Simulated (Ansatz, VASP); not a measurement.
# Two plane-wave programs on Mn

The input INCAR:

```
PREC = Accurate
ENCUT = 600
EDIFF = 1E-7
ISMEAR = 0
SIGMA = 0.1
LREAL = False
LASPH = True
NELM = 100
ALGO = Normal
ISIF = 3
LWAVE = False
LCHARG = False
GGA = PE
IBRION = 2
NSW = 90
EDIFFG = -0.04
```

KPOINTS

```
Automatic mesh
0
Gamma
  9 9 2
```

The input POSCAR:

```
Mn
1.0
    2.8767339869      0.0000000000      0.0000000000
   -1.4383669934      2.4913247126      0.0000000000
    0.0000000000      0.0000000000      7.8350072000
Mn
4
Direct
    0.0000000000      0.0000000000      0.2500000000
    0.0000000000      0.0000000000      0.7500000000
    0.3333333333      0.6666666667      0.7500000000
    0.6666666667      0.3333333333      0.2500000000
```

Input for Ansatz:

```yaml
crystal:
  lattice:
    - [2.8767339869, 0.0, 0.0]
    - [-1.4383669934, 2.4913247126, 0.0]
    - [0.0, 0.0, 7.8350072]
  atoms:
    - { symbol: Mn, position: [0.0, 0.0, 0.25] }
    - { symbol: Mn, position: [0.0, 0.0, 0.75] }
    - { symbol: Mn, position: [0.3333333333, 0.6666666667, 0.75] }
    - { symbol: Mn, position: [0.6666666667, 0.3333333333, 0.25] }
basis:
  ecutwfc: 420
kpoints:
  mp_grid: { grid: [9, 9, 2] }
hamiltonian:
  xc: pbe
scf:
  occupations: { method: gaussian, width: 0.1 }
  lower_state_search: "off"
output:
  forces: true
  stress: true
  eigenvalues: true
relax:
  adjacent_minimum: "off"
  f_tol: 0.04
  max_steps: 70
  cell: { stress_tol: 0.4 }
```

Alike in both runs: task relaxation of cell and atoms; functional PBE; k mesh 9 × 9 × 2; occupations gaussian, width 0.1 eV; no spin polarisation.

|  | VASP | Ansatz |
| --- | --- | --- |
| version | VASP 6.6.1 | Ansatz 0.2.0 |
| potentials or method | VASP PAW PBE potentials, release 64 (Mn_pv) | scalar-relativistic, plane waves, PAW |
| plane-wave cutoff (eV) | 600 | 420 |
| valence electrons in the cell | 52 | 60 |

|  | VASP | Ansatz | Ansatz less VASP |
| --- | --- | --- | --- |
| gap on the k mesh at the Fermi level, each at its own relaxed structure (eV) | none | none | - |
| relaxed volume (Å³/atom) | 13.00 | 12.98 | -0.012 |
| relaxed cell length with the largest relative difference (Å) | 4.400 | 4.397 | -0.0035 |
| energy change over the relaxation (meV/atom) | -5234 | -4395 | +838.5 |

A gap of «none» marks a metal or a gap that the smearing closes. The two sets of potentials don't hold the same shells in valence.

Caveats: the k mesh is coarse (spacing up to 0.40 Å⁻¹), so the values aren't converged; the run has no spin polarisation, though such a crystal can be magnetic. Spin polarisation is off, so any magnetic state and its effect on volume and gap are missing.
